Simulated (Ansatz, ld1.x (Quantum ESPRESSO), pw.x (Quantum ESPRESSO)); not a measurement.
Sb (Z = 51): one change to the TM potential, in the atom and in the bcc crystal

```
Element                 : antimony
Generator               : ld1.x (Quantum ESPRESSO) 7.5
Type                    : norm-conserving Troullier–Martins (Kleinman–Bylander form)
Functional              : PBE
Relativity              : scalar-relativistic
Frozen core             : [Kr] 4d10
Valence charge          : 5
Reference configuration : 5s2 5p3
Partial waves           : 5s (bound): rc 1.85 bohr; 5p (bound): rc 2.05 bohr
Local potential         : the p channel
Core correction         : a·sin(br)/r model core inside 1.80 bohr
```

Change: wave 5p (bound): rc 2.05 bohr becomes 5p (bound): rc 1.72 bohr.

Cutoffs, loose and tight: the cutoffs (Ry, on a coarse ladder) from which the occupation-weighted sum of valence levels, in a spherical-Bessel basis at the reference potential, stays within 10 and 1 mRy of its value at 400 Ry. They do not see the model core or the augmentation charge, which bear on the density cutoff. Test errors are all-electron minus pseudo excitation energies from the reference, over the configurations 5s2 5p2; 5s2 5p1; 5s2 5p0; 5s2 5p3.3; 5s1 5p0; 5s0 5p5; 5s1 5p4; variants that change the core or the reference have their own tests.

Crystal test: bcc Sb in pw.x 7.5, no spin, 12³ k-points, Fermi–Dirac smearing 0.01 Ry, cutoffs set for each file from its atomic test. The reference is all-electron LAPW (Ansatz 0.2.0) with the same functional, mesh and smearing; V0 and B0 come from Birch–Murnaghan fits to the pressures at five volumes. Errors are pseudo minus all-electron; Δ is the rms difference of the E(V) curves that follow from these fits, minima aligned, over ±6 % about the mean V0. Mesh and smearing are coarse, so the numbers serve the comparison and aren't converged zero-temperature values; the lattice is a test structure that the element need not adopt.

All-electron: a0 = 3.792 Å (V0 = 27.25 Å³/atom), B0 = 60.7 GPa.

**Question.** Does the change bring the crystal closer to the all-electron result?

**Answer.** The mean pressure error goes from -8.18 to -6.58 GPa, so the change moves the solid closer to the all-electron pressures. Neither pressure curve crosses zero within the volumes sampled, so no fits are given.

| quantity | base | changed |
| --- | --- | --- |
| outcome (atom) | generated | generated |
| cutoff, loose (atom) | 25 Ry | 35 Ry |
| cutoff, tight (atom) | 35 Ry | 70 Ry |
| bound ghosts (atom) | none | s |
| largest test error (meV) (atom) | -431 | -535 |
| cutoffs in pw.x (Ry) | 50/200 | 85/340 |
| mean pressure error (GPa) | -8.18 | -6.58 |

Base: This is a poor potential for the solid. Changed file: This is a poor potential for the solid. Note: ghost state, extra bound levels that the all-electron valence spectrum of the same l lacks: s at -133.6 eV. A true bound ghost makes a file unfit for plane-wave use.
